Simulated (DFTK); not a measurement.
Runs of DFTK 0.8.2 on PbO2. The structure is cubic, space group Fm-3m (No. 225). The conventional cell has a = 5.404 Å, b = 5.404 Å, c = 5.404 Å, α = 90.00°, β = 90.00°, γ = 90.00°. Pb (site symmetry m-3m) has 8 O at 2.34 Å as nearest neighbours. O (site symmetry -43m) has 4 Pb at 2.34 Å as nearest neighbours. The cell comes from a database or a generator and needn't be the stable form of this composition.

```csv
task,potentials or basis,cutoff (eV),gap on the mesh (eV),pressure (GPa)
single point,"in-house norm-conserving set (PBE, scalar relativistic)",1252,none,0.4
single point,dojo.nc.sr.pbe.v0_4_1.standard.upf (PBE),1143,none,(a)
single point,SPMS 1.0 (PBE),1225,none,-0.3
single point,SG15 1.2 (PBE),1225,none,0.6
```

Alike in all rows: level PBE; no spin polarisation; cell as given; k mesh 9 × 9 × 9; smearing fermi-dirac 0.05 eV.

Task: Estimate the missing entries.

Result: (a) 1.2.

A k mesh can miss the band edges, and the runs leave out spin-orbit coupling on Pb.

A gap of «none» marks a metal or a gap under the smearing width.
